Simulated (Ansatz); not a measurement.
# SrO: band gap under strain

Aim: follow the gap of rocksalt SrO through these states: no strain; -1.0 % biaxial strain in the (111) plane, free along [111]; -2.0 % equal strain in all directions. The table at the end shows which levels were run.

Program: Ansatz 0.2.0. PAW datasets, plane waves. (Simulation; spin polarisation is off.)

### Step 1. The cell

The unstrained cell was relaxed with r2SCAN; in each strained cell the atoms were relaxed again with r2SCAN. Names of k-points are those of the unstrained zone, where strain can split equivalent points. First state: no strain.

It is cubic, Fm-3m (No. 225); a = 5.160 Å in the conventional setting, 17.17 Å³ an atom. Near Sr stand 6 O at 2.58 Å; near O stand 6 Sr at 2.58 Å.

Coordinates:

```cif
data_structure
_symmetry_space_group_name_H-M 'P 1'
_symmetry_Int_Tables_number 1
_cell_length_a 3.6485
_cell_length_b 3.6485
_cell_length_c 3.6485
_cell_angle_alpha 60.000
_cell_angle_beta 60.000
_cell_angle_gamma 60.000
_cell_volume 34.34
loop_
_atom_site_label
_atom_site_type_symbol
_atom_site_fract_x
_atom_site_fract_y
_atom_site_fract_z
_atom_site_occupancy
Sr1 Sr 0.00000 0.00000 0.00000 1
O1 O 0.50000 0.50000 0.50000 1
```

### Step 2. No strain: PBE

Contents of input.yaml:

```yaml
crystal:
  lattice:
    - [0.0, 2.5798923265, 2.5798923265]
    - [2.5798923265, 0.0, 2.5798923265]
    - [2.5798923265, 2.5798923265, 0.0]
  atoms:
    - { symbol: Sr, position: [0.0, 0.0, 0.0] }
    - { symbol: O, position: [0.5, 0.5, 0.5] }
kpoints:
  mp_grid: { grid: [8, 8, 8] }
  band_path:
    path:
      - [0.0, 0.0, 0.0]
      - [0.5, 0.0, 0.5]
      - [0.625, 0.25, 0.625]
      - [0.375, 0.375, 0.75]
      - [0.5, 0.5, 0.5]
      - [0.5, 0.25, 0.75]
    npoints: 1
hamiltonian:
  xc: pbe
scf:
  occupations: { method: fermi_dirac, width: 0.02 }
  n_extra_bands: 4
output:
  forces: true
  stress: true
  eigenvalues: true
```

The runs that follow: No strain: r2SCAN; No strain: HSE06; -1.0 % biaxial strain in the (111) plane, free along [111]: PBE; -1.0 % biaxial strain in the (111) plane, free along [111]: r2SCAN; -1.0 % biaxial strain in the (111) plane, free along [111]: HSE06; -2.0 % equal strain in all directions: PBE; -2.0 % equal strain in all directions: r2SCAN; -2.0 % equal strain in all directions: HSE06.

**Question.** What will these runs give?

The runs gave:

Least gap in eV (negative: overlap), with the change from the unstrained cell in brackets:

```
                                                     state  volume change (%)           PBE        r2SCAN         HSE06
                                                 no strain               +0.0          3.32          3.80          4.79
-1.0 % biaxial strain in the (111) plane, free along [111]               -1.4  3.30 (-0.02)  3.78 (-0.02)  4.78 (-0.01)
                     -2.0 % equal strain in all directions               -5.9  3.28 (-0.04)  3.77 (-0.03)  4.78 (-0.01)
```

What this shows: The HSE06 gap hardly moves: by 0.016 eV at most. PBE and HSE06 differ by 1.48 eV on the unstrained gap, and by at most 0.02 eV on its change.
